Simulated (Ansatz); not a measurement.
Nb (diamond type), DFT, PBE, norm-conserving pseudopotentials, Ansatz's default files, scalar-relativistic (Ansatz 0.2.0), on 1 thread of Arm Neoverse V2 (shared host).

Command: `ansatz run input.yaml --threads 1 --pin off --max-ram 2048MiB --backend cpu --events-out ev --progress --plain --runs-dir out`

```yaml
crystal:
  lattice:
    - [0.0, 2.3456859323, 2.3456859323]
    - [2.3456859323, 0.0, 2.3456859323]
    - [2.3456859323, 2.3456859323, 0.0]
  atoms:
    - { symbol: Nb, position: [-0.125, -0.125, -0.125] }
    - { symbol: Nb, position: [0.125, 0.125, 0.125] }
kpoints:
  mp_grid: { grid: [13, 13, 13] }
scf:
  occupations: { method: fermi_dirac, width: 0.08 }
hamiltonian:
  xc: pbe
  pseudopotentials: { kind: nc }
output:
  forces: true
  stress: true
  eigenvalues: true
```

How large is the problem that the program sets up?

84 irreducible k-points, 2133 plane waves at Γ, 17 bands.

About how long does it take?

6 s of wall time for 6 SCF iterations. Times on shared machines scatter by tens of per cent.
